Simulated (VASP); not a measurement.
# HfN (P6_3/mmc) in VASP: further runs

The runs below take HfN through single point, with PBE.

Everything below comes from runs of VASP 6.6.1. Logs are shortened: lines on timing, memory, paths and dates and some standing lists are left out, and cuts for length are marked.

## (1) Starting point

The structure is hexagonal, space group P6_3/mmc (No. 194). The conventional cell has a = 3.134 Å, b = 3.134 Å, c = 5.417 Å, α = 90.00°, β = 90.00°, γ = 120.00°. Around Hf (site symmetry -6m2) lie 6 N at 2.26 Å. Around N (site symmetry -3m) lie 6 Hf at 2.26 Å.

The cell comes from a database or a generator and needn't be the stable form of this composition.

## (2) Single point, PBE

Contents of INCAR:

```
  ADDGRID = F
  ALGO = Normal
  EDIFF = 1E-6
  ENCUT = 520
  GGA = PE
  ISIF = 2
  ISMEAR = 0
  LASPH = T
  LCHARG = F
  LREAL = F
  LWAVE = F
  NELM = 100
  PREC = Accurate
  SIGMA = 0.05
```

Contents of KPOINTS:

```
k-points
0
Gamma
  8 8 4
```

Contents of POSCAR:

```
HfN
1.0
    3.1339080219      0.0000000000      0.0000000000
   -1.5669540110      2.7140439601      0.0000000000
    0.0000000000      0.0000000000      5.4167677200
Hf N
2 2
Direct
    0.3333333333      0.6666666667      0.2500000000
    0.6666666667      0.3333333333      0.7500000000
    0.0000000000      0.0000000000      0.5000000000
    0.0000000000      0.0000000000      0.0000000000
```

Potentials or basis: VASP PAW PBE potentials, release 64 (Hf_pv, N).

Launch:

```
$ cat potpaw_PBE.64/Hf_pv/POTCAR potpaw_PBE.64/N/POTCAR > POTCAR
$ mpirun -np 1 vasp_std > vasp.out
```

OUTCAR:

```text
EDIFF = 1E-6
   ENCUT = 520
   GGA = PE
   ISIF = 2
   ISMEAR = 0
   LASPH = T
   LREAL = F
   NELM = 100
   PREC = Accurate

 Found     30 irreducible k-points:

 Following reciprocal coordinates:
            Coordinates               Weight
  0.000000  0.000000  0.000000      1.000000
  0.125000  0.000000  0.000000      6.000000
  0.250000  0.000000  0.000000      6.000000
  0.375000  0.000000  0.000000      6.000000
  0.500000  0.000000  0.000000      3.000000
  0.125000  0.125000  0.000000      6.000000
   k-points           NKPTS =     30   k-points in BZ     NKDIM =     30   number of bands    NBANDS=     19
   number of dos      NEDOS =    301   number of ions     NIONS =      4
   total plane-waves  NPLWV =  23040
   dimension x,y,z NGX =    24 NGY =   24 NGZ =   40
   dimension x,y,z NGXF=    48 NGYF=   48 NGZF=   80
   ions per type =               2   2
   NGX,Y,Z   is equivalent  to a cutoff of  12.73, 12.73, 12.28 a.u.
   NGXF,Y,Z  is equivalent  to a cutoff of  25.46, 25.46, 24.55 a.u.
 SYSTEM =  unknown system
   PREC   = accura    normal or accurate (medium, high low for compatibility)
   ISTART =      0    job   : 0-new  1-cont  2-samecut
   ICHARG =      2    charge: 1-file 2-atom 10-const
   ISPIN  =      1    spin polarized calculation?
   LNONCOLLINEAR =      F non collinear calculations
   LSORBIT =      F    spin-orbit coupling
   LASPH  =      T    aspherical Exc in radial PAW
   ENCUT  =  520.0 eV  38.22 Ry    6.18 a.u.   5.83  5.83 10.07*2*pi/ulx,y,z
   NELM   =    100;   NELMIN=  2; NELMDL= -5     # of ELM steps
   EDIFF  = 0.1E-05   stopping-criterion for ELM
   LREAL  =      F    real-space projection
   EDIFFG = 0.1E-04   stopping-criterion for IOM
   NSW    =      0    number of steps for IOM
   IBRION =     -1    ionic relax: 0-MD 1-quasi-New 2-CG
   NFREE  =      0    steps in history (QN), initial steepest desc. (CG)
   ISIF   =      2    stress and relaxation
   ISYM   =      2    0-nonsym 1-usesym 2-fastsym
   POTIM  = 0.5000    time-step for ionic-motion
   TEBEG  =    0.0;   TEEND  =   0.0 temperature during run
   PSTRESS=    0.0 pullay stress
   NELECT =      30.0000    total number of electrons
   NUPDOWN=      -1.0000    fix difference up-down
   EMIN   =  10.00;   EMAX   =-10.00  energy-range for DOS
   EFERMI =   0.00;   METHOD = LEGACY
   ISMEAR =     0;   SIGMA  =   0.05  broadening in eV -4-tet -1-fermi 0-gaus
   EFERMI_NEDOS =   21; number of points for ismear=-14 and -15
   IALGO  =     38    algorithm
   IMIX   =      4    mixing-type and parameters
     AMIX     =   0.40;   BMIX     =  1.00
     AMIX_MAG =   1.60;   BMIX_MAG =  1.00
  volume/ion in A,a.u.               =      11.52        77.73
  Fermi-wavevector in a.u.,A,eV,Ry     =   1.418951  2.681429 27.394278  2.013423
  Thomas-Fermi vector in A             =   2.540023
   LORBIT       =      0    0 simple, 1 ext, 2 COOP (PROOUT), +10 PAW based schemes
   GGA     = PE    functional components
   LHFCALC =     F    Hartree Fock is set to
   AEXX    =    0.0000 exact exchange contribution
   IVDW    =     0    specifies the selected vdW correction
   LEPSILON=     F    determine dielectric tensor
   LRPA    =     F    only Hartree local field effects (RPA)
 non-spin polarized calculation
 Gauss-broadening in eV      SIGMA  =   0.05
  energy-cutoff  :      520.00
  volume of cell :       46.07
 maximum number of plane-waves:      1275
 NGX is ok and might be reduce to    24
   NGX = 11   NGY = 11   NGZ = 21

 number of electron      30.0000001 magnetization

 Free energy of the ion-electron system (eV)
  ---------------------------------------------------
  ext. energy  EPLUGINS =         0.00000000
  ---------------------------------------------------
  free energy    TOTEN  =       -43.36654770 eV

  energy without entropy =      -43.36130283  energy(sigma->0) =      -43.36392527

 E-fermi :   7.7700     XC(G=0): -12.7450

 val. band max:        7.7404683082   @ k =   0.3750   0.1250   0.5000
 cond. band min:       7.7927066487   @ k =   0.2500   0.2500   0.5000
 fundamental gap:      0.0522383405
 Fermi energy:         7.7699953309

 k-point     1 :       0.0000    0.0000    0.0000
  band No.  band energies     occupation
      1     -23.7852      2.00000
      2     -22.9273      2.00000
      3     -22.8251      2.00000
      4     -22.8251      2.00000
      5     -22.7646      2.00000
      6     -22.7646      2.00000
[... 11 lines left out ...]
     18       8.9788      0.00000
     19       9.8060      0.00000

 k-point     2 :       0.1250    0.0000    0.0000
  band No.  band energies     occupation
      1     -23.7303      2.00000
      2     -22.9569      2.00000
      3     -22.9326      2.00000
      4     -22.8886      2.00000
      5     -22.8649      2.00000
      6     -22.7780      2.00000
[... 11 lines left out ...]
     18      10.0838      0.00000
     19      10.4019      0.00000

 k-point     3 :       0.2500    0.0000    0.0000
  band No.  band energies     occupation
      1     -23.5858      2.00000
      2     -23.2782      2.00000
      3     -23.1587      2.00000
      4     -22.9557      2.00000
      5     -22.9499      2.00000
      6     -22.8200      2.00000
[... 11 lines left out ...]
     18      11.0615      0.00000
     19      11.6125      0.00000

 k-point     4 :       0.3750    0.0000    0.0000
  band No.  band energies     occupation
      1     -23.5854      2.00000
      2     -23.4104      2.00000
      3     -23.4085      2.00000
      4     -23.0282      2.00000
      5     -23.0092      2.00000
      6     -22.8670      2.00000
[... 11 lines left out ...]
     18      11.2899      0.00000
     19      12.3980      0.00000

 k-point     5 :       0.5000    0.0000    0.0000
  band No.  band energies     occupation
      1     -23.7077      2.00000
      2     -23.5111      2.00000
      3     -23.3069      2.00000
      4     -23.0595      2.00000
      5     -23.0587      2.00000
      6     -22.8871      2.00000
[... 11 lines left out ...]
     18      12.3803      0.00000
     19      12.5979      0.00000

 k-point     6 :       0.1250    0.1250    0.0000
  band No.  band energies     occupation
      1     -23.6305      2.00000
      2     -23.1408      2.00000
      3     -23.1197      2.00000
      4     -22.9468      2.00000
      5     -22.9029      2.00000
      6     -22.8382      2.00000
[... 11 lines left out ...]
     18      11.2202      0.00000
     19      11.3797      0.00000

 [... further k-points ...]

------------------------ aborting loop because EDIFF is reached ----------------------------------------

  FORCE on cell =-STRESS in cart. coord.  units (eV):
  Direction    XX          YY          ZZ          XY          YZ          ZX
  --------------------------------------------------------------------------------------
  -------------------------------------------------------------------------------------
  Total        1.2460684      1.2460684      1.1081898     -0.0000000      0.0000000      0.0000000
  in kB       43.3320410     43.3320410     38.5373093     -0.0000000      0.0000000      0.0000000
  external PRESSURE =      41.7337971 kB  Pullay stress =       0.0000000 kB

 VOLUME and BASIS-vectors are now :
 -----------------------------------------------------------------------------
  energy-cutoff  :      520.00
  volume of cell :       46.07
      direct lattice vectors                 reciprocal lattice vectors
     3.133908022  0.000000000  0.000000000     0.319090411  0.184226935  0.000000000
    -1.566954011  2.714043960  0.000000000     0.000000000  0.368453870  0.000000000
     0.000000000  0.000000000  5.416767720     0.000000000  0.000000000  0.184611940

 POSITION                                       TOTAL-FORCE (eV/Angst)
 -----------------------------------------------------------------------------------
     -0.00000      1.80936      1.35419        -0.000000      0.000000      0.000000
      1.56695      0.90468      4.06258         0.000000     -0.000000      0.000000
      0.00000      0.00000      2.70838         0.000000      0.000000      0.000000
      0.00000      0.00000      0.00000        -0.000000      0.000000      0.000000
 -----------------------------------------------------------------------------------
    total drift:                                0.000000     -0.000000      0.000000

  FREE ENERGIE OF THE ION-ELECTRON SYSTEM (eV)
  ---------------------------------------------------
  free  energy   TOTEN  =       -43.3665476968 eV

  energy  without entropy=      -43.3613028348  energy(sigma->0) =      -43.36392527
```

Wall time 19 s (1 thread of Intel Xeon Platinum 8488C (Sapphire Rapids), shared host); peak memory 0.16 GiB.

These settings aren't checked as converged: the numbers below hold their error.

Results:

```yaml
Free_energy: -43.3665 eV
Pressure: 4.2 GPa
Band_gap_on_the_k_mesh: none (metal or under the smearing width)
```

## (3) Single point, PBE

Edit INCAR of step 2 so:

```diff
@@ -3,3 +3,3 @@
   EDIFF = 1E-6
-  ENCUT = 520
+  ENCUT = 650
   GGA = PE
```

Contents of KPOINTS:

```
k-points
0
Gamma
  7 7 4
```

POSCAR is that of step 2.

Potentials or basis: VASP PAW PBE potentials, release 64 (Hf_pv, N).

Launch:

```
$ cat potpaw_PBE.64/Hf_pv/POTCAR potpaw_PBE.64/N/POTCAR > POTCAR
$ mpirun -np 1 vasp_std > vasp.out
```

Run time: 27 s. Hardware: 1 thread of Intel Xeon Platinum 8488C (Sapphire Rapids), shared host; peak memory 0.19 GiB.

These settings aren't checked as converged: the numbers below hold their error.

What came out:

| Property | Result |
| --- | --- |
| Free energy | -43.3900 eV |
| Pressure | 3.8 GPa |
| Band gap on the k mesh | none (metal or under the smearing width) |

## (4) The reference run

An earlier run on the cell as given: functional PBEsol; potentials or basis VASP PAW PBE potentials, release 64 (Hf_pv, N); cutoff 520 eV; k mesh 10 × 10 × 5; occupations fermi-dirac, width 0.05 eV; no spin polarisation.

* Pressure: -4.5 GPa
* Band gap on the k mesh: none (metal or under the smearing width)
